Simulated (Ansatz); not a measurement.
Crystal: CoO.

```
Co O
1.0
     0.00000    2.34364    2.34364
     2.34364    0.00000    2.34364
     2.34364    2.34364    0.00000
Co O
1 1
Direct
  0.00000 0.00000 0.00000
  0.25000 0.25000 0.25000
```

Measurements of this composition are mostly on another form, of space group No. 225.

Alike in all runs: program Ansatz 0.2.0; functional PBE; potentials or basis Ansatz PAW; cutoff 420 eV (not typed: the program's choice for these potentials); k mesh 10 × 10 × 10; occupations fermi-dirac, width 0.05 eV.

The same cell was started in several ways:

```tsv
start	free energy over the lowest (meV/atom)	net moment (μB)	site or absolute moments (μB)	gap
collinear spin, random start of up to 1.71 μB	0.0	2.98	Co +2.42; O +0.34	none (metal or under the smearing width)
collinear spin, ferromagnetic start of up to 2 μB	0.0	2.98	Co +2.42; O +0.34	none (metal or under the smearing width)
collinear spin, ferromagnetic start of up to 3.5 μB	0.0	2.98	Co +2.42; O +0.34	none (metal or under the smearing width)
no spin polarisation	312.8	-	-	none (metal or under the smearing width)
```

Allowing spin polarisation gains 313 meV/atom. A still lower state may exist.

Caveats: the cell is far from rest, so the order of the states can change on relaxing; semilocal functionals often make such compounds metallic where correlation or magnetic order opens a gap, which also shifts bond lengths; a cell with one magnetic atom can't hold antiferromagnetic order, which such compounds often take (some runs); an odd number of electrons without spin polarisation forces a metal (some runs); a magnetic or distorted state may lie lower (some runs).
